SnSe₂ is a stack of layers held together by weak forces, yet its electrons feel the neighbouring layers on the scale of an electronvolt. At the centre of the Brillouin zone, reversing the phase of the electron wave from one layer to the next raises the lowest empty level by 1.4 eV. Partway out in the plane, the same reversal lowers it by 0.3 eV. What does the reversal do at the corner of the zone?

FLEUR MaX-R8.1 (patched build s14), all-electron LAPW calculation with the PBE0 functional for bulk SnSe₂ (space group P-3m1, 3 atoms per cell) at fixed geometry, without spin polarisation or spin–orbit coupling. The k mesh is 3×3×2, with Fermi–Dirac smearing of 0.05 eV. Levels are counted from the highest filled level on the mesh.

```
point a (reciprocal cell vector)  point b (reciprocal cell vector)  point c (reciprocal cell vector)  level under 2 (eV)  level under 1 (eV)  level over 1 (eV)
                          0.0000                            0.0000                            0.0000              -0.426               0.000              2.701
                          0.0000                            0.0000                            0.5000              -0.264              -0.264              4.108
                          0.0000                            0.3333                            0.0000              -0.575              -0.218              3.042
                          0.0000                            0.3333                            0.5000              -1.247              -0.591              2.776
                          0.3333                            0.3333                            0.0000              -1.651              -1.651              2.940
                          0.3333                            0.3333                            0.5000                   ?                   ?                  ?
```

Points a, b and c give the wave vector; c = 0 means that neighbouring layers are in phase, c = 1/2 that they are opposed. The pairs to compare are Γ (0,0,0) with A (0,0,1/2), (0,1/3,0) with (0,1/3,1/2), and K (1/3,1/3,0) with H (1/3,1/3,1/2). Level under 1 and level under 2 are the two highest filled levels at a point, and level over 1 is the lowest empty one. Energies count from the highest filled level on the mesh.

**The empty level**

By standard chemistry the lowest empty level is an antibonding mixture of Sn 5s with Se 4p, in which the p orbitals point towards the tin atoms. Across the gap between layers, each Se faces three Se atoms of the next layer. Reversing the layer phase turns bonding overlap across the gap into antibonding overlap, or the other way round. Which of the two happens depends on how the wave's in-plane phases combine over the three contacts.

The direction of the p orbitals matters too, and the three tin atoms around each Se set it. At Γ these are in phase, so the in-plane parts cancel and the part along the layer normal remains. At K their phases differ by 120°, so the part along the normal cancels and an in-plane part remains. Let β be the angle between an Se–Se contact and the layer normal. If only head-on (sigma) overlap counts, the level rises by w·g, where w is an energy scale and g a pure geometry factor:

g(Γ) = 6 cos²β
g(K) = 3 sin²β

The contact is about 3.8 Å long and its in-plane leg about 2.2 Å, so sin²β is about 1/3. The factors are then close to 4 and 1: the corner should respond a quarter as strongly as the centre. The Γ–A pair alone sets the scale, and the estimate for H follows:

w = 1.407 eV / 3.996 = 0.352 eV
E(H) = 2.940 eV + 0.352 eV × 1.002 = 3.29 eV

The points at (0,1/3) took no part in setting w. There the same sum over contacts gives a fall of 0.24 eV, against 0.27 eV in the calculation. PBE0 differences below about a tenth of an electronvolt aren't secure on so coarse a mesh, so the match supports only the sign and the rough size. With that single test in hand, the forecast for the lowest empty level at H is 3.29 eV, give or take 0.25 eV, which lies above K.

**The filled levels**

At K the two highest filled levels coincide. Symmetry explains this: a threefold axis sorts the states by their phase, and a twofold axis exchanges two of the sorts, which must then have equal energy. The same axes exist at H, so exact pairs occur there too, and the forecast is that the top is again one of them. Symmetry alone doesn't decide this, since it also allows single levels, such as the top one at Γ. The pairs are exact only without spin–orbit coupling, which can split them.

The energy of the pair depends on two kinds of Se orbital, one along the normal and one in the plane. An Se plane has Se neighbours at similar distances on both sides, and the orbital along the normal changes sign through the plane. If only direct Se–Se overlap counts, its coupling to in-plane orbitals therefore nearly cancels between the two sides at K. At H the reversed layer phase makes the two contributions add, and the upper pair is pushed up.

If Se p makes up half of the empty level, which is an assumption, the sigma overlap is V = 0.352 eV / 0.5 = 0.70 eV. In the model the in-plane orbital lies 1.5 V below the other at K, and the coupling at H is 2.0 V. The upper level then rises by

−0.75 V + √[(0.75 V)² + (2.0 V)²] = 1.39 V ≈ 0.98 eV

This puts the pair at −0.67 eV, give or take 0.4 eV, again above K. The range is wide because no level in the table tests this part of the model.

The gap over the whole mesh, 2.701 eV, includes H and so sets a floor for its empty level. It is the direct gap at Γ and not the band gap of SnSe₂, whose conduction minimum is generally placed at L (1/2,0,1/2), between the points of this mesh.

The withheld rows as computed:

```
point a (reciprocal cell vector)  point b (reciprocal cell vector)  point c (reciprocal cell vector)  level under 2 (eV)  level under 1 (eV)  level over 1 (eV)
                          0.3333                            0.3333                            0.5000              -0.385              -0.385              4.211
```

**Hit and miss**

The filled levels behave as forecast. They form an exact pair at −0.385 eV, which is 0.29 eV above the central estimate and inside the range. This hit is weak support for the model, and not only because the range is wide. In the model a second filled pair lies 1.5 V, about 1.1 eV, below the first at K. In the same calculation the next two levels down at K, which the table leaves out, are −3.656 and −4.029 eV. They differ, so a second pair can lie no higher than the lower of them, at least 2.4 eV below the first. With that spacing and the same coupling the forecast would have missed, so the hit owes something to errors that cancel. The empty level is a clear miss: it lies at 4.211 eV, 0.92 eV above the forecast and far outside the range. Only its direction, upwards from K, was right.

A stronger overlap doesn't repair the model. The change at (0,1/3) calls for a scale of 0.40 eV, close to that from Γ–A, whereas the corner calls for 1.27 eV. The error therefore lies in how the model distributes the coupling over the zone, or in its assumption that the empty level has the same kind of orbital make-up throughout. The good result at (0,1/3) was a weak test, because contributions of opposite sign partly cancel there and a wrong balance between them can go unnoticed. The printed output after this text lists the forecasts beside the computed values.

The computed numbers suggest where the balance may be wrong. The empty level rises by 1.27 eV from K to H, almost as much as the 1.41 eV from Γ to A. An electron can pass from tin to tin across the gap by a nearly straight route, Sn–Se–Se–Sn, or by bent ones. In the model the bent routes help at Γ but work against the straight one at K, which is why it expects so little at the corner.

The straight route by itself has the same phase at K as at Γ, and would give equal rises at both. That it dominates is a guess made after the fact, and it has its own weakness: at (0,1/3) it would lower the level by half the Γ value, about 0.7 eV, where the calculation finds 0.27 eV. Neither picture by itself accounts for the three pairs of points. The straight route would come close to all three if routes that end on the tin atom directly above added a smaller rise, the same at every in-plane wave vector. With two adjustable values for three changes, that is a fit and not a proof. The orbital weights of the empty level along the lines Γ–A and K–H would show whether its make-up changes on the way, which is the other possible cause of the miss.

The analysis program printed:

```
Se-Se distance across the gap between layers, estimated, Å: 3.796
geometry factor at Gamma: 3.996
geometry factor at (0,1/3): -0.6718
geometry factor at K: 1.002
lowest empty level, change from Gamma to A, eV: 1.407
lowest empty level, change at (0,1/3) on reversing the layer phase, eV: -0.266
the same change from the model scaled on Gamma to A, eV: -0.2366
H lowest empty level, forecast (range plus or minus 0.25), eV: 3.293
H lowest empty level, computed, eV: 4.211
H lowest empty level, forecast less computed, eV: -0.9181
H lowest empty level, first-cosine extrapolation, eV: 2.11
lowest empty level, computed change from K to H, eV: 1.271
H top filled pair, forecast (range plus or minus 0.4), eV: -0.6742
H top filled level, computed, eV: -0.385
H top filled level, forecast less computed, eV: -0.2892
H distance between the two top filled levels, computed, eV: 0
top filled level, computed change from K to H, eV: 1.266
```
